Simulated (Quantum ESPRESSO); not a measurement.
Rh:

```
CELL_PARAMETERS angstrom
2.73098 0.00000 0.00000
-1.36549 2.36510 0.00000
0.00000 0.00000 4.42849
ATOMIC_POSITIONS crystal
Rh 0.33333 0.66667 0.25000
Rh 0.66667 0.33333 0.75000
```

This isn't the form of Rh at room conditions, which is fcc.

| Quantity | Value |
| --- | --- |
| Program | Quantum ESPRESSO 7.5 |
| Task | relaxation of cell and atoms |
| Functional | PBEsol |
| Dispersion | D3 |
| Potentials or basis | GBRV 1.5 PBEsol |
| Cutoff | 612 eV |
| Density cutoff | 4898 eV |
| k mesh | 11 × 11 × 6 |
| Occupations | fermi-dirac, width 0.05 eV |
| Spin | no spin polarisation |

At the start: pressure -17.4 GPa; volume 14.30 Å³/atom.

Task: Where does the relaxation end?

Result: Over 4 steps the energy falls by 53.9 meV/atom and the volume is 13.38 Å³/atom (-6.5 %); space group P6_3/mmc (No. 194, to 0.05 Å).

Step by step:
```tsv
step	energy change (eV)	largest force (eV/Å)	pressure (GPa)	volume (Å³)
1	0.0000	0.0000	-17.41	28.60
2	-0.0796	0.0000	-9.57	27.67
3	-0.1074	0.0000	1.24	26.64
4	-0.1078	0.0000	-0.06	26.75
```

Final structure:
```
Rh
1.0
     2.67259    0.00000    0.00000
    -1.33630    2.31453    0.00000
     0.00000    0.00000    4.32455
Rh
2
Direct
  0.33333 0.66667 0.25000
  0.66667 0.33333 0.75000
```

Caveat: pairwise dispersion overbinds metals, which lowers pressure and volume.
